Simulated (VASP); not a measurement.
# FeO (Fm-3m) in VASP: further runs

The runs below take FeO through single point, with r2SCAN+U, PBE+U.

Everything below comes from runs of VASP 6.6.1. Logs are shortened: lines on timing, memory, paths and dates and some standing lists are left out, and cuts for length are marked.

## 1. The crystal as given

Symmetry: Fm-3m, No. 225, cubic system. Conventional cell: a = 4.311 Å, b = 4.311 Å, c = 4.311 Å, α = 90.00°, β = 90.00°, γ = 90.00°. Fe (site symmetry m-3m) has 6 O at 2.16 Å as nearest neighbours. O (site symmetry m-3m) is surrounded by 6 Fe at 2.16 Å.

## 2. Single point, r2SCAN+U

INCAR

```
ALGO = Normal
EDIFF = 1E-6
ENCUT = 520
ISIF = 2
ISMEAR = 0
LASPH = T
LCHARG = F
LDAU = T
LDAUJ = 0 0
LDAUL = 2 -1
LDAUPRINT = 1
LDAUTYPE = 2
LDAUU = 2 0
LMAXMIX = 4
LMIXTAU = T
LREAL = F
LWAVE = F
METAGGA = R2SCAN
NBANDS = 14
NELM = 150
PREC = Accurate
SIGMA = 0.05
```

KPOINTS

```
k-points
0
Gamma
  8 8 8
```

POSCAR

```
FeO
1.0
    0.0000000000      2.1554001600      2.1554001600
    2.1554001600      0.0000000000      2.1554001600
    2.1554001600      2.1554001600      0.0000000000
Fe O
1 1
Direct
    0.0000000000      0.0000000000      0.0000000000
    0.5000000000      0.5000000000      0.5000000000
```

Potentials or basis: VASP PAW PBE potentials, release 64 (Fe, O).

On the command line:

```bash
$ cat potpaw_PBE.64/Fe/POTCAR potpaw_PBE.64/O/POTCAR > POTCAR
$ mpirun -np 1 vasp_std > vasp.out
```

OUTCAR:

```text
EDIFF = 1E-6
   ENCUT = 520
   ISIF = 2
   ISMEAR = 0
   LASPH = T
   LREAL = F
   METAGGA = R2SCAN
   NELM = 150
   PREC = Accurate

 ion  position               nearest neighbor table
   1  0.000  0.000  0.000-   2 2.16   2 2.16   2 2.16   2 2.16   2 2.16   2 2.16
   2  0.500  0.500  0.500-   1 2.16   1 2.16   1 2.16   1 2.16   1 2.16   1 2.16

  LATTYP: Found a face centered cubic cell.
 ALAT       =     4.3108003200

  Lattice vectors:

 A1 = (   0.0000000000,   2.1554001600,   2.1554001600)
 A2 = (   2.1554001600,   0.0000000000,   2.1554001600)
 A3 = (   2.1554001600,   2.1554001600,   0.0000000000)

Analysis of symmetry for initial positions (statically):
=====================================================================
 Subroutine PRICEL returns:
 Original cell was already a primitive cell.

 Routine SETGRP: Setting up the symmetry group for a
 face centered cubic supercell.

 Subroutine GETGRP returns: Found 48 space group operations
 (whereof 48 operations were pure point group operations)
 out of a pool of 48 trial point group operations.

The static configuration has the point symmetry O_h .

Analysis of symmetry for dynamics (positions and initial velocities):
=====================================================================
 Subroutine PRICEL returns:
 Original cell was already a primitive cell.

 Routine SETGRP: Setting up the symmetry group for a
 face centered cubic supercell.

 Subroutine GETGRP returns: Found 48 space group operations
 (whereof 48 operations were pure point group operations)
 out of a pool of 48 trial point group operations.

The dynamic configuration has the point symmetry O_h .

 Subroutine INISYM returns: Found 48 space group operations
 (whereof 48 operations are pure point group operations),
 and found     1 'primitive' translations

----------------------------------------------------------------------------------------

                                     Primitive cell

  volume of cell :      20.0269

  direct lattice vectors                    reciprocal lattice vectors
     0.000000000  2.155400160  2.155400160    -0.231975486  0.231975486  0.231975486
     2.155400160  0.000000000  2.155400160     0.231975486 -0.231975486  0.231975486
     2.155400160  2.155400160  0.000000000     0.231975486  0.231975486 -0.231975486

  length of vectors
     3.048196139  3.048196139  3.048196139     0.401793328  0.401793328  0.401793328

  position of ions in fractional coordinates (direct lattice)
     0.000000000  0.000000000  0.000000000
     0.500000000  0.500000000  0.500000000

  ion indices of the primitive-cell ions
   primitive index   ion index
                 1           1
                 2           2

----------------------------------------------------------------------------------------

 KPOINTS: k-points

Automatic generation of k-mesh.
 Grid dimensions read from file:
 generate k-points for:    8    8    8

 Generating k-lattice:

  Cartesian coordinates                     Fractional coordinates (reciprocal lattice)
    -0.028996936  0.028996936  0.028996936     0.125000000  0.000000000  0.000000000
     0.028996936 -0.028996936  0.028996936     0.000000000  0.125000000  0.000000000
     0.028996936  0.028996936 -0.028996936     0.000000000  0.000000000  0.125000000

  Length of vectors
     0.050224166  0.050224166  0.050224166

  Shift w.r.t. Gamma in fractional coordinates (k-lattice)
     0.000000000  0.000000000  0.000000000

 Subroutine IBZKPT returns following result:
[... 41 lines left out ...]
   ISTART =      0    job   : 0-new  1-cont  2-samecut
   ICHARG =      2    charge: 1-file 2-atom 10-const
   ISPIN  =      1    spin polarized calculation?
   LNONCOLLINEAR =      F non collinear calculations
   LSORBIT =      F    spin-orbit coupling
   LASPH  =      T    aspherical Exc in radial PAW
   ENCUT  =  520.0 eV  38.22 Ry    6.18 a.u.   5.67  5.67  5.67*2*pi/ulx,y,z
   NELM   =    150;   NELMIN=  2; NELMDL= -5     # of ELM steps
   EDIFF  = 0.1E-05   stopping-criterion for ELM
   LREAL  =      F    real-space projection
   EDIFFG = 0.1E-04   stopping-criterion for IOM
   NSW    =      0    number of steps for IOM
   IBRION =     -1    ionic relax: 0-MD 1-quasi-New 2-CG
   NFREE  =      0    steps in history (QN), initial steepest desc. (CG)
   ISIF   =      2    stress and relaxation
   ISYM   =      2    0-nonsym 1-usesym 2-fastsym
   POTIM  = 0.5000    time-step for ionic-motion
   TEBEG  =    0.0;   TEEND  =   0.0 temperature during run
   PSTRESS=    0.0 pullay stress
   NELECT =      14.0000    total number of electrons
   NUPDOWN=      -1.0000    fix difference up-down
   EMIN   =  10.00;   EMAX   =-10.00  energy-range for DOS
   EFERMI =   0.00;   METHOD = LEGACY
   ISMEAR =     0;   SIGMA  =   0.05  broadening in eV -4-tet -1-fermi 0-gaus
   EFERMI_NEDOS =   21; number of points for ismear=-14 and -15
   IALGO  =     38    algorithm
   IMIX   =      4    mixing-type and parameters
     AMIX     =   0.40;   BMIX     =  1.00
     AMIX_MAG =   1.60;   BMIX_MAG =  1.00
  volume/ion in A,a.u.               =      10.01        67.57
  Fermi-wavevector in a.u.,A,eV,Ry     =   1.452935  2.745650 28.722183  2.111021
  Thomas-Fermi vector in A             =   2.570260
   LORBIT       =      0    0 simple, 1 ext, 2 COOP (PROOUT), +10 PAW based schemes
 LDA+U is selected, type is set to LDAUTYPE =  2
   angular momentum for each species LDAUL =     2   -1
   U (eV)           for each species LDAUU =   2.0  0.0
   J (eV)           for each species LDAUJ =   0.0  0.0
   METAGGA = R2SCAN    functional components
   LHFCALC =     F    Hartree Fock is set to
   AEXX    =    0.0000 exact exchange contribution
   IVDW    =     0    specifies the selected vdW correction
   LEPSILON=     F    determine dielectric tensor
   LRPA    =     F    only Hartree local field effects (RPA)
 non-spin polarized calculation
 Gauss-broadening in eV      SIGMA  =   0.05
  energy-cutoff  :      520.00
  volume of cell :       20.03
 maximum number of plane-waves:       553
   NGX = 11   NGY = 11   NGZ = 11

atom =   1  type =  1  l = 2

 onsite density matrix

spin component  1

  0.9541 -0.0000  0.0000  0.0000  0.0000
 -0.0000  0.9541  0.0000  0.0000  0.0000
  0.0000  0.0000  0.1338 -0.0000  0.0000
  0.0000  0.0000 -0.0000  0.9541 -0.0000
  0.0000  0.0000  0.0000 -0.0000  0.1338

spin component  2

  0.9541 -0.0000  0.0000  0.0000  0.0000
 -0.0000  0.9541  0.0000  0.0000  0.0000
  0.0000  0.0000  0.1338 -0.0000  0.0000
  0.0000  0.0000 -0.0000  0.9541 -0.0000
  0.0000  0.0000  0.0000 -0.0000  0.1338

 occupancies and eigenvectors

  o =  0.1338  v =  0.0000 -0.0000  0.9962 -0.0000 -0.0870  0.0000  0.0000  0.0000  0.0000  0.0000      0.0000  0.0000  0.0000  0.0000  0.0000  0.0000  0.0000  0.0000  0.0000  0.0000
  o =  0.1338  v =  0.0000  0.0000  0.0000  0.0000  0.0000  0.0000 -0.0000  0.9962 -0.0000 -0.0870      0.0000  0.0000  0.0000  0.0000  0.0000  0.0000  0.0000  0.0000  0.0000  0.0000
  o =  0.1338  v =  0.0000 -0.0000 -0.0870 -0.0000 -0.9962  0.0000  0.0000  0.0000  0.0000  0.0000      0.0000  0.0000  0.0000  0.0000  0.0000  0.0000  0.0000  0.0000  0.0000  0.0000
  o =  0.1338  v =  0.0000  0.0000  0.0000  0.0000  0.0000  0.0000 -0.0000 -0.0870 -0.0000 -0.9962      0.0000  0.0000  0.0000  0.0000  0.0000  0.0000  0.0000  0.0000  0.0000  0.0000
  o =  0.9541  v =  1.0000  0.0000  0.0000  0.0000  0.0000  0.0000  0.0000  0.0000  0.0000  0.0000      0.0000  0.0000  0.0000  0.0000  0.0000  0.0000  0.0000  0.0000  0.0000  0.0000
  o =  0.9541  v =  0.0000  0.0000  0.0000  0.0000  0.0000  1.0000  0.0000  0.0000  0.0000  0.0000      0.0000  0.0000  0.0000  0.0000  0.0000  0.0000  0.0000  0.0000  0.0000  0.0000
  o =  0.9541  v =  0.0000  0.0000  0.0000  0.0000  0.0000  0.0000  0.2224  0.0000  0.9750 -0.0000      0.0000  0.0000  0.0000  0.0000  0.0000  0.0000  0.0000  0.0000  0.0000  0.0000
  o =  0.9541  v =  0.0000  0.2224  0.0000  0.9750 -0.0000  0.0000  0.0000  0.0000  0.0000  0.0000      0.0000  0.0000  0.0000  0.0000  0.0000  0.0000  0.0000  0.0000  0.0000  0.0000
  o =  0.9541  v =  0.0000  0.0000  0.0000  0.0000  0.0000  0.0000  0.9750  0.0000 -0.2224 -0.0000      0.0000  0.0000  0.0000  0.0000  0.0000  0.0000  0.0000  0.0000  0.0000  0.0000
  o =  0.9541  v =  0.0000  0.9750  0.0000 -0.2224 -0.0000  0.0000  0.0000  0.0000  0.0000  0.0000      0.0000  0.0000  0.0000  0.0000  0.0000  0.0000  0.0000  0.0000  0.0000  0.0000

 number of electron      13.9999998 magnetization

 Free energy of the ion-electron system (eV)
  ---------------------------------------------------
  ext. energy  EPLUGINS =         0.00000000
  ---------------------------------------------------
  free energy    TOTEN  =       -20.31084960 eV

  energy without entropy =      -20.31084960  energy(sigma->0) =      -20.31084960

 E-fermi :   4.3108     XC(G=0): -12.7796

 val. band max:        4.0943029580   @ k =   0.5000   0.0000   0.0000
 cond. band min:       5.9474105607   @ k =   0.0000   0.0000   0.0000
 fundamental gap:      1.8531076028
 Fermi energy:         4.3108085149

 k-point     1 :       0.0000    0.0000    0.0000
  band No.  band energies     occupation
      1     -15.9455      2.00000
      2       1.8599      2.00000
      3       1.8600      2.00000
      4       1.8600      2.00000
      5       2.7371      2.00000
      6       2.7376      2.00000
      7       2.7376      2.00000
      8       5.9474      0.00000
      9       5.9492      0.00000
     10       6.9643      0.00000
     11      22.4825      0.00000
     12      23.6777      0.00000
     13      23.6782      0.00000
     14      23.6782      0.00000
[... 377 lines left out ...]
      1     -14.8141      2.00000
      2      -2.1219      2.00000
      3      -0.4549      2.00000
      4       0.1218      2.00000
      5       3.6099      2.00000
      6       3.6223      2.00000
      7       3.9997      2.00000
      8       7.3391      0.00000
      9       7.9563      0.00000
     10      13.2548      0.00000
     11      15.1880      0.00000
     12      17.3088      0.00000
     13      20.4337      0.00000
     14      26.8026      0.00000

 [... further k-points ...]
[... 5 lines left out ...]
  --------------------------------------------------------------------------------------
  -------------------------------------------------------------------------------------
  Total       -3.1004840     -3.1004840     -3.1004840      0.0000000      0.0000000      0.0000000
  in kB     -248.0426432   -248.0426432   -248.0426432      0.0000000      0.0000000      0.0000000
  external PRESSURE =    -248.0426432 kB  Pullay stress =       0.0000000 kB

 VOLUME and BASIS-vectors are now :
 -----------------------------------------------------------------------------
  energy-cutoff  :      520.00
  volume of cell :       20.03
      direct lattice vectors                 reciprocal lattice vectors
     0.000000000  2.155400160  2.155400160    -0.231975486  0.231975486  0.231975486
     2.155400160  0.000000000  2.155400160     0.231975486 -0.231975486  0.231975486
     2.155400160  2.155400160  0.000000000     0.231975486  0.231975486 -0.231975486

 POSITION                                       TOTAL-FORCE (eV/Angst)
 -----------------------------------------------------------------------------------
      0.00000      0.00000      0.00000         0.000000      0.000000      0.000000
      2.15540      2.15540      2.15540        -0.000000      0.000000     -0.000000
 -----------------------------------------------------------------------------------
    total drift:                                0.000000     -0.000000      0.000000

  FREE ENERGIE OF THE ION-ELECTRON SYSTEM (eV)
  ---------------------------------------------------
  free  energy   TOTEN  =       -20.3108496046 eV

  energy  without entropy=      -20.3108496046  energy(sigma->0) =      -20.31084960
```

Run time: 17 s. Hardware: 1 thread of Intel Xeon 6975P-C (Granite Rapids), shared host; peak memory 0.14 GiB.

What came out:

```yaml
Free_energy: -20.3108 eV
Pressure: -24.8 GPa
Band_gap_on_the_k_mesh: 1.85 eV, indirect (least direct gap 2.33 eV)
```

Eigenvalues of the final occupation matrices:
| site | spin | trace | eigenvalues |
| --- | --- | --- | --- |
| site 1 d | 1 | 3.13 | 0.13 0.13 0.95 0.95 0.95 |
| site 1 d | 2 | 3.13 | 0.13 0.13 0.95 0.95 0.95 |

Caveat: the PAW data sets were made with another functional, which shifts forces and pressure a little. A k mesh can miss the band edges.

## 3. Single point, PBE+U

INCAR

```
PREC = Accurate
ENCUT = 520
EDIFF = 1E-7
ISMEAR = 0
SIGMA = 0.05
LREAL = False
LASPH = True
NELM = 120
ALGO = Normal
ISIF = 2
LWAVE = False
LCHARG = False
LMAXMIX = 4
LDAU = True
LDAUTYPE = 2
LDAUL = 2 -1
LDAUU = 5 0
LDAUJ = 0 0
LDAUPRINT = 1
GGA = PE
NBANDS = 14
```

KPOINTS

```
Automatic mesh
0
Gamma
  8 8 8
```

POSCAR is that of step 2.

Potentials or basis: VASP PAW PBE potentials, release 64 (Fe, O).

On the command line:

```bash
$ cat potpaw_PBE.64/Fe/POTCAR potpaw_PBE.64/O/POTCAR > POTCAR
$ mpirun -np 1 vasp_std > vasp.out
```

OUTCAR:

```text
PREC = Accurate
   ENCUT = 520
   EDIFF = 1E-7
   ISMEAR = 0
   LREAL = False
   LASPH = True
   NELM = 120
   ISIF = 2
   GGA = PE

 ion  position               nearest neighbor table
   1  0.000  0.000  0.000-   2 2.16   2 2.16   2 2.16   2 2.16   2 2.16   2 2.16
   2  0.500  0.500  0.500-   1 2.16   1 2.16   1 2.16   1 2.16   1 2.16   1 2.16

  LATTYP: Found a face centered cubic cell.
 ALAT       =     4.3108003200

  Lattice vectors:

 A1 = (   0.0000000000,   2.1554001600,   2.1554001600)
 A2 = (   2.1554001600,   0.0000000000,   2.1554001600)
 A3 = (   2.1554001600,   2.1554001600,   0.0000000000)

Analysis of symmetry for initial positions (statically):
=====================================================================
 Subroutine PRICEL returns:
 Original cell was already a primitive cell.

 Routine SETGRP: Setting up the symmetry group for a
 face centered cubic supercell.

 Subroutine GETGRP returns: Found 48 space group operations
 (whereof 48 operations were pure point group operations)
 out of a pool of 48 trial point group operations.

The static configuration has the point symmetry O_h .

Analysis of symmetry for dynamics (positions and initial velocities):
=====================================================================
 Subroutine PRICEL returns:
 Original cell was already a primitive cell.

 Routine SETGRP: Setting up the symmetry group for a
 face centered cubic supercell.

 Subroutine GETGRP returns: Found 48 space group operations
 (whereof 48 operations were pure point group operations)
 out of a pool of 48 trial point group operations.

The dynamic configuration has the point symmetry O_h .

 Subroutine INISYM returns: Found 48 space group operations
 (whereof 48 operations are pure point group operations),
 and found     1 'primitive' translations
[... 165 lines left out ...]
  o =  0.9656  v =  0.0000  0.0000  0.0000  0.0000  0.0000  0.0000 -0.9746 -0.0000  0.2241 -0.0000      0.0000  0.0000  0.0000  0.0000  0.0000  0.0000  0.0000  0.0000  0.0000  0.0000
  o =  0.9656  v =  0.0000 -0.9746 -0.0000  0.2241 -0.0000  0.0000  0.0000  0.0000  0.0000  0.0000      0.0000  0.0000  0.0000  0.0000  0.0000  0.0000  0.0000  0.0000  0.0000  0.0000
  o =  0.9656  v =  1.0000  0.0000  0.0000  0.0000  0.0000  0.0000  0.0000  0.0000  0.0000  0.0000      0.0000  0.0000  0.0000  0.0000  0.0000  0.0000  0.0000  0.0000  0.0000  0.0000
  o =  0.9656  v =  0.0000  0.0000  0.0000  0.0000  0.0000  1.0000  0.0000  0.0000  0.0000  0.0000      0.0000  0.0000  0.0000  0.0000  0.0000  0.0000  0.0000  0.0000  0.0000  0.0000

 number of electron      13.9999998 magnetization

 Free energy of the ion-electron system (eV)
  ---------------------------------------------------
  ext. energy  EPLUGINS =         0.00000000
  ---------------------------------------------------
  free energy    TOTEN  =       -11.32657365 eV

  energy without entropy =      -11.32657365  energy(sigma->0) =      -11.32657365

 E-fermi :   3.5863     XC(G=0): -12.1430

 val. band max:        3.3431236443   @ k =  -0.2500   0.2500   0.0000
 cond. band min:       6.2445480883   @ k =   0.0000   0.0000   0.0000
 fundamental gap:      2.9014244440
 Fermi energy:         3.5862758195

 k-point     1 :       0.0000    0.0000    0.0000
  band No.  band energies     occupation
      1     -14.5861      2.00000
      2       1.7843      2.00000
      3       1.7850      2.00000
      4       1.7854      2.00000
      5       2.2981      2.00000
      6       2.2981      2.00000
      7       2.2981      2.00000
      8       6.2445      0.00000
      9       6.2459      0.00000
     10       6.6742      0.00000
     11      21.8831      0.00000
     12      22.1090      0.00000
     13      22.1091      0.00000
     14      22.1091      0.00000
[... 377 lines left out ...]
      1     -13.3820      2.00000
      2      -1.9251      2.00000
      3      -0.1665      2.00000
      4       0.5971      2.00000
      5       2.7404      2.00000
      6       2.8535      2.00000
      7       3.2101      2.00000
      8       7.5324      0.00000
      9       8.1404      0.00000
     10      12.7741      0.00000
     11      14.5959      0.00000
     12      16.6113      0.00000
     13      19.7331      0.00000
     14      25.5129      0.00000

 [... further k-points ...]
[... 5 lines left out ...]
  --------------------------------------------------------------------------------------
  -------------------------------------------------------------------------------------
  Total       -2.0986666     -2.0986666     -2.0986666     -0.0000000     -0.0000000      0.0000000
  in kB     -167.8959867   -167.8959867   -167.8959867     -0.0000000     -0.0000000      0.0000000
  external PRESSURE =    -167.8959867 kB  Pullay stress =       0.0000000 kB

 VOLUME and BASIS-vectors are now :
 -----------------------------------------------------------------------------
  energy-cutoff  :      520.00
  volume of cell :       20.03
      direct lattice vectors                 reciprocal lattice vectors
     0.000000000  2.155400160  2.155400160    -0.231975486  0.231975486  0.231975486
     2.155400160  0.000000000  2.155400160     0.231975486 -0.231975486  0.231975486
     2.155400160  2.155400160  0.000000000     0.231975486  0.231975486 -0.231975486

 POSITION                                       TOTAL-FORCE (eV/Angst)
 -----------------------------------------------------------------------------------
      0.00000      0.00000      0.00000         0.000000      0.000000     -0.000000
      2.15540      2.15540      2.15540         0.000000     -0.000000      0.000000
 -----------------------------------------------------------------------------------
    total drift:                                0.000000     -0.000000     -0.000000

  FREE ENERGIE OF THE ION-ELECTRON SYSTEM (eV)
  ---------------------------------------------------
  free  energy   TOTEN  =       -11.3265736471 eV

  energy  without entropy=      -11.3265736471  energy(sigma->0) =      -11.32657365
```

stdout:

```text
POSCAR found type information on POSCAR FeO
 POSCAR found :  2 types and       2 ions
 scaLAPACK will be used
 LDA part: xc-table for (Slater+PW92), standard interpolation
 POSCAR, INCAR and KPOINTS ok, starting setup
 FFT: planning ... GRIDC
 FFT: planning ... GRID_SOFT
 FFT: planning ... GRID
 WAVECAR not read
 entering main loop
```

It took 7.2 s on 1 thread of AMD EPYC 9R45 (Zen 5), shared host; peak memory 0.11 GiB.

What came out:

- Free energy: -11.3266 eV
- Pressure: -16.8 GPa
- Band gap on the k mesh: 2.90 eV, indirect (least direct gap 3.27 eV)

Eigenvalues of the final occupation matrices:
| site | spin | trace | eigenvalues |
| --- | --- | --- | --- |
| site 1 d | 1 | 3.15 | 0.13 0.13 0.97 0.97 0.97 |
| site 1 d | 2 | 3.15 | 0.13 0.13 0.97 0.97 0.97 |

A k mesh can miss the band edges. Spin polarisation is off, so any magnetic state and its effect on volume and gap are missing.
